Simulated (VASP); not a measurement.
# Settings for ZnS: electric field gradients

ZnS, P6_3mc (no. 186), 4 atoms in the cell. PBE, electric field gradients; PAW potentials Zn, S (PBE set). VASP 6.6.1.

Wanted: Vzz within 1 %; asymmetry within 0.03.

POSCAR:
```
ZnS
1.0
    3.8110000000      0.0000000000      0.0000000000
   -1.9055000000      3.3004228138      0.0000000000
    0.0000000000      0.0000000000      6.2340000000
Zn S
2 2
Direct
    0.6666666667      0.3333333333      0.5000000000
    0.3333333333      0.6666666667      0.0000000000
    0.6666666667      0.3333333333      0.8850000000
    0.3333333333      0.6666666667      0.3850000000
```

The series start from ENCUT (eV): 450; k mesh: 6 × 6 × 4; EDIFF (eV): 1e-7; PREC: Accurate; LREAL: no; ALGO: Normal. Each series keeps the choices made before it, and each single choice may use up half of a tolerance.

## ENCUT (eV)

| ENCUT (eV) | Vzz, largest deviation against the largest value | Asymmetry, largest deviation | SCF iterations | Time (s) |
|---|---|---|---|---|
| 300 | 0.093 % | 0.000 | 15 | 6.0 |
| 350 | 0.067 % | 0.000 | 15 | 6.5 |
| 450 | 0.036 % | 0.001 | 15 | 12 |
| 500 | 0.036 % | 0.001 | 15 | 11 |
| 550 | 0.077 % | 0.000 | 15 | 13 |
| 700 (reference) | 0 % | 0.000 | 15 | 18 |

Chosen: 300, the loosest value from which every tighter one stays within half of the tolerance.

## k mesh

| k mesh | Vzz, largest deviation against the largest value | Asymmetry, largest deviation | SCF iterations | Time (s) |
|---|---|---|---|---|
| 2 × 2 × 2 | 280 % | 0.000 | 16 | 3.5 |
| 3 × 3 × 2 | 72 % | 0.000 | 15 | 3.8 |
| 4 × 4 × 3 | 20 % | 0.001 | 15 | 3.8 |
| 5 × 5 × 3 | 5.1 % | 0.000 | 15 | 4.4 |
| 6 × 6 × 4 | 2.1 % | 0.000 | 15 | 6.0 |
| 8 × 8 × 4 | 0.062 % | 0.000 | 15 | 7.0 |
| 10 × 10 × 5 (reference) | 0 % | 0.000 | 15 | 8.7 |

Chosen: 8 × 8 × 4.

## EDIFF (eV)

| EDIFF (eV) | Vzz, largest deviation against the largest value | Asymmetry, largest deviation | SCF iterations | Time (s) |
|---|---|---|---|---|
| 0.0001 | 0.13 % | 0.000 | 12 | 5.7 |
| 1e-5 | 0.12 % | 0.000 | 12 | 5.6 |
| 1e-6 | 0.01 % | 0.000 | 14 | 6.7 |
| 1e-7 | 0.0052 % | 0.000 | 15 | 7.0 |
| 1e-8 (reference) | 0 % | 0.000 | 18 | 8.4 |

Chosen: 0.0001.

## PREC

| PREC | Vzz, largest deviation against the largest value | Asymmetry, largest deviation | SCF iterations | Time (s) |
|---|---|---|---|---|
| Accurate | 0 % | 0.000 | 12 | 5.7 |
| Normal | 0.51 % | 0.015 | 12 | 3.6 |

Chosen: Accurate; no other choice that stays within half of the tolerance saves 30 % of the time.

## LREAL

| LREAL | Vzz, largest deviation against the largest value | Asymmetry, largest deviation | SCF iterations | Time (s) |
|---|---|---|---|---|
| no | 0 % | 0.000 | 12 | 5.7 |
| Auto | 0.0052 % | 0.000 | 12 | 8.4 |

Chosen: no.

## ALGO

| ALGO | Vzz, largest deviation against the largest value | Asymmetry, largest deviation | SCF iterations | Time (s) |
|---|---|---|---|---|
| Normal | 0 % | 0.000 | 12 | 5.7 |
| Fast | 0.24 % | 0.001 | 12 | 5.8 |
| All | 0.17 % | 0.000 | 13 | 6.8 |

Chosen: Normal.

## All choices together

| Input | Vzz, largest deviation against the largest value | Asymmetry, largest deviation | Time (s) |
|---|---|---|---|
| defaults, on a 5 × 5 × 3 mesh (naive) | 6.4 % | 0.020 | 1.6 |
| chosen settings | 0.12 % | 0.000 | 5.7 |
| reference settings throughout | 0 % | 0.000 | 33 |

The tolerance is met.

Values of the reference run: Vzz: 19.28, 19.28, -5.744, -5.744 V/A^2; Asymmetry: 0, 0, 0, 0 asymmetry, 0 where Vzz is under 0.3 V/A^2.

## The input

INCAR:
```
  GGA = PE
  PREC = Accurate
  ENCUT = 300
  EDIFF = 1E-4
  LREAL = F
  LASPH = T
  ALGO = Normal
  NELM = 120
  LWAVE = F
  LCHARG = F
  ISMEAR = 0
  SIGMA = 0.02
  LEFG = T
  QUAD_EFG = 150 -67.8
  KPAR = 4
```

KPOINTS:
```
Automatic mesh
0
Gamma
  8 8 4
  0 0 0
```

Commands:
```
cat potpaw_PBE.64/Zn/POTCAR potpaw_PBE.64/S/POTCAR > POTCAR
mpirun -np 4 vasp_std > vasp.out
```

The chosen input took VASP 6.6.1 5.7 s on 4 cores (Intel Xeon Platinum 8259CL @ 2.50GHz (Skylake/Cascade Lake)), a shared host.
